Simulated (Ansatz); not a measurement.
Input and command of a calculation in Ansatz (plane waves; scalar-relativistic PAW potentials unless the input names others):

```yaml
crystal:
  lattice:
    - [0.0, 2.4155353578, 2.4155353578]
    - [2.4155353578, 0.0, 2.4155353578]
    - [2.4155353578, 2.4155353578, 0.0]
  atoms:
    - { symbol: Ca, position: [0.5, 0.5, 0.5] }
    - { symbol: O, position: [0.0, 0.0, 0.0] }
basis:
  ecutwfc: 420
kpoints:
  mp_grid: { grid: [8, 8, 8] }
hamiltonian:
  xc: pbe
  hubbard: { sites: [{ species: Ca, l: p, u_eff: -5.0 }] }
scf:
  occupations: { method: gaussian, width: 0.02 }
  max_iter: 50
output:
  forces: true
  eigenvalues: true
  stress: true
```

```bash
ansatz run input.yaml --threads 1 --pin off --max-ram 2560MiB --backend cpu --events-out ev --progress --plain --runs-dir out
```

Abridged log:
```
Basis set: ecut = 420 eV, 537 PW (Γ), exchange–correlation on 48×48×48 points (8 copies of the dense FFT grid, shifted against one another)
Bands: 12, of which v1, the nominal top of the filled ones, is band 8 counted from 1 (7 counted from 0)
Symmetry: 48 space group operations
k-points: 29 of 512
SCF iter   1: F=—  HF=-2391.059572 eV  |F-HF|=—  |Δ(HF+E_count)|=         —  Δρ=1.38e-1  dr2=5.10e0  ethr=3.10e-3  ⟨swp⟩=6.5  Hψ=2398  notcnv=0
SCF iter   2: F=—  HF=-2390.938488 eV  |F-HF|=—  |Δ(HF+E_count)|=   1.21e-1  Δρ=1.45e-1  dr2=5.57e0  ethr=3.10e-3  ⟨swp⟩=3.1  Hψ=1044  notcnv=0
SCF iter   3: F=—  HF=-2389.611351 eV  |F-HF|=—  |Δ(HF+E_count)|=    1.33e0  Δρ=1.78e-2  dr2=9.85e-2  ethr=3.10e-3  ⟨swp⟩=3.5  Hψ=726  notcnv=0
SCF iter   4: F=—  HF=-2389.581728 eV  |F-HF|=—  |Δ(HF+E_count)|=   2.96e-2  Δρ=9.98e-3  dr2=2.44e-2  ethr=6.15e-4  ⟨swp⟩=2.3  Hψ=755  notcnv=0
SCF iter   5: F=—  HF=-2389.576060 eV  |F-HF|=—  |Δ(HF+E_count)|=   5.67e-3  Δρ=9.64e-4  dr2=1.67e-4  ethr=1.52e-4  ⟨swp⟩=2.1  Hψ=552  notcnv=0
SCF iter   6: F=—  HF=-2389.576106 eV  |F-HF|=—  |Δ(HF+E_count)|=   4.58e-5  Δρ=1.30e-4  dr2=3.27e-6  ethr=1.05e-6  ⟨swp⟩=2.0  Hψ=452  notcnv=0
SCF iter   7: F=—  HF=-2389.576108 eV  |F-HF|=—  |Δ(HF+E_count)|=   1.94e-6  Δρ=1.44e-5  dr2=3.82e-8  ethr=6.25e-10  ⟨swp⟩=3.6  Hψ=1570  notcnv=0
SCF iter   8: F=-2389.576108 eV  HF=-2389.576108 eV  |F-HF|=7.43e-9  |Δ(HF+E_count)|=   3.01e-8  Δρ=4.97e-6  dr2=9.33e-9  ethr=2.39e-10  ⟨swp⟩=1.8  Hψ=1077  notcnv=0
the search or the solves at the SCF's close seem to have found levels that the self-consistency loop had missed (the run counts 1). By its estimate they hold under 1e-12 electrons; where the run keeps them, the occupations were computed again with them
SCF 1 converged in 8 iterations: F = -2389.576108 eV  dr2 = 9.33e-9
SCF converged after 8 iterations
Free energy (F): -2389.576108 eV
Harris-Foulkes:  -2389.576108 eV  (|F-HF|=7.43e-9)
Internal energy: -2389.576108 eV  (E = F + TS)
E sigma→0 (E₀):  -2389.576108 eV
Fermi energy:    9.148851 eV
--- Forces (eV/Å), atoms counted from 1 ---
  atom   1  Ca     0.00000000     0.00000000     0.00000000
  atom   2  O      0.00000000     0.00000000     0.00000000
--- Stress (GPa, compression-positive) ---
       -0.461523       0.000000       0.000000
        0.000000      -0.461523       0.000000
        0.000000       0.000000      -0.461523
  P = ⅓ Tr σ = -0.4615 GPa (-4.615 kbar)
Occupation matrices written to <dir>
```

Q: What is wrong with this input?

A: The fault is an enormous or negative U (hamiltonian.hubbard: not typed → {"sites": [{"species": "Ca", "l": "p", "u_eff": -5.0}]}, the first being the value of the sound run). Setting it back cures it. The run converged all the same, with an energy at zero smearing 927 meV/atom below the reference's (the Hamiltonian itself differs), pressure -0.46 GPa, largest force 0.000 eV/Å, gap on the mesh 4.05 eV, so convergence alone doesn't show that an input is right. A reference run on usual settings, whose relaxation ended at this geometry, converged, and the end of its own relaxation has pressure -0.02 GPa, largest force 0.000 eV/Å, gap on the mesh 3.66 eV.

It took 2 s on 1 thread of Arm Neoverse V1, with other jobs on the host, peak memory 0.25 GiB.